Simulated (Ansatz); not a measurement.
Wires are cut from relaxed bulk GaAs (F-43m, 23.71 Å³/atom, gap on the mesh 0.16 eV); atoms and period are relaxed, and energies count from that bulk. Caps count from half an H2 molecule.

The calculation used DFT PBE, scalar-relativistic, plane waves, PAW in Ansatz 0.2.0.

Cutoff 420 eV, Gaussian smearing of 0.05 eV, energies at zero smearing, symmetry of each start kept, no spin polarisation.

| start | atoms | k mesh | excess energy (eV per host atom) | line energy (eV/Å) | period (Å) | gap on the mesh (eV) | highest filled level or Fermi level under vacuum (eV) |
| --- | --- | --- | --- | --- | --- | --- | --- |
| [001] wire, 12 host atoms a period with H caps | 26 | 1×1×10 | 0.386 | 0.803 | 5.765 | 3.34 | 5.89 |
| [001] wire, 16 host atoms a period with H caps | 34 | 1×1×10 | 0.399 | 1.070 | 5.963 | 2.70 | 5.58 |

Each run keeps its start's symmetry and one magnetic start, so lower states can exist.

Cost: 2 runs of about 47 core-minutes in all, on Intel Xeon 6975P-C (Granite Rapids) (shared hosts).